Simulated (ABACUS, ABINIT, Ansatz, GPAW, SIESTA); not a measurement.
**ZrS2: band gap by level of theory**

**What was measured.** The band gap of ZrS2 (P-3m1) is reported as 1.68 eV (arxiv:2210.12074). The runs below try to reproduce it.

It takes space group P-3m1 (No. 164, trigonal). The conventional cell has a = 3.691 Å, b = 3.691 Å, c = 6.041 Å, α = 90.00°, β = 90.00°, γ = 120.00°. Zr (site symmetry -3m) has 6 S at 2.57 Å as nearest neighbours. Around S (site symmetry 3m) lie 3 Zr at 2.57 Å.

| rung | level | program and potentials | cutoff (eV) | k mesh | task | spin | core time | chip | band gap (eV) | miss (eV) | notes |
| --- | --- | --- | --- | --- | --- | --- | --- | --- | --- | --- | --- |
| LDA + U (3 eV) | LDA+U (Zr d U = 3 eV, fll (the default)) | Ansatz, Ansatz PAW | 420 | 8 × 8 × 5 | band structure | off | 8.4 s | Arm Neoverse V2 | 1.33 | -0.35 | potentials made for PBE, which Ansatz adapts in part; from the band path |
| G0W0 | G0W0 on HSE06 | Ansatz, Ansatz PAW | 420 | 6 × 6 × 4 | G0W0 quasiparticle levels | off | 66 s | AMD EPYC 7R13 Zen 3 | 2.28 | +0.60 | bands, basis or mesh of the many-body step not converged; potentials made for PBE, which Ansatz adapts in part; response cutoff 120 eV, empty bands 212 |
| LDA | LDA | ABACUS, PseudoDojo NC SR 0.4.1 LDA stringent, plane waves | 966 | 6 × 6 × 4 | single point | off | 71 s | AMD EPYC 9R45 Zen 5 | 0.95 | -0.73 | mesh may miss the edge |
| GGA | BLYP | ABINIT, JTH PAW PBE v2.0 | 544 | 8 × 8 × 5 | band structure | off | 79 s | Intel Xeon Platinum 8488C Sapphire Rapids | 1.06 | -0.62 | potentials made for PBE; from the band path |
| GGA + U (2 eV) | PBEsol+U (Zr d U = 2 eV) | GPAW, PAW data sets generated for this functional | 600 | 8 × 8 × 5 | band structure | off | 92 s | Arm Neoverse V2 | 1.25 | -0.43 | from the band path |
| GGA + U (8 eV) | PBEsol+U (Zr d U = 8 eV) | GPAW, PAW data sets generated for this functional | 600 | 8 × 8 × 5 | band structure | off | 100 s | Arm Neoverse V2 | 2.19 | +0.51 | - |
| LDA | LDA | GPAW, the program's PAW data sets (release 1.2.1) made for this functional | 600 | 8 × 8 × 5 | band structure | off | 1.7 min | Arm Neoverse V2 | 0.91 | -0.77 | from the band path |
| meta-GGA | r2SCAN | Ansatz, Ansatz PAW | 500 | 8 × 8 × 5 | band structure | SOC, no magnetisation | 2.2 min | Arm Neoverse V2 | 1.33 | -0.35 | potentials made for PBE, which Ansatz adapts in part; from the band path |
| meta-GGA | r2SCAN | Ansatz, Ansatz PAW | 500 | 6 × 6 × 4 | band structure | SOC, no magnetisation | 2.6 min | Intel Xeon Skylake/Cascade Lake | 1.33 | -0.35 | potentials made for PBE, which Ansatz adapts in part; from the band path |
| GGA | PBE | SIESTA, files PseudoDojo fr-pbe-0.4-standard, DZP (energy shift 0.003 Ry; two zetas on semicore shells) | - | 8 × 8 × 5 | band structure | non-collinear, zero start, SOC | 2.7 min | Arm Neoverse V1 | 0.87 | -0.81 | atomic basis; from the band path |

Times are single runs on shared hosts and different chips, so they are rough; meshes, cutoffs and the tasks' sizes weigh on the time. Gaps are the least found on the k mesh or the band path, and a mesh can miss the band edges. Meshes differ between rows, which moves values too. All levels ran on this one cell, unrelaxed unless noted. Meshes are those of the run's cell of 3 atoms unless a note names another. Misses use the values as printed. Runs on faulty files, with rough fits or with known faults for this quantity aren't shown.

By rung: LDA + U (3 eV) 1.33; LDA 0.91 to 0.95; GGA 1.06; GGA + U (2 eV) 1.25; GGA + U (8 eV) 2.19; meta-GGA with SOC 1.33; GGA with SOC in atomic bases 0.87; G0W0 on coarse settings 2.28 (eV). Measured: 1.68 eV (arxiv:2210.12074). Closest, coarse meshes and atomic bases left aside, is r2SCAN with Ansatz, Ansatz PAW (-0.35 eV). LDA and GGA gaps fall short mostly because these functionals lack the derivative discontinuity; the runs are for a static lattice, while measurements hold temperature and zero-point motion.
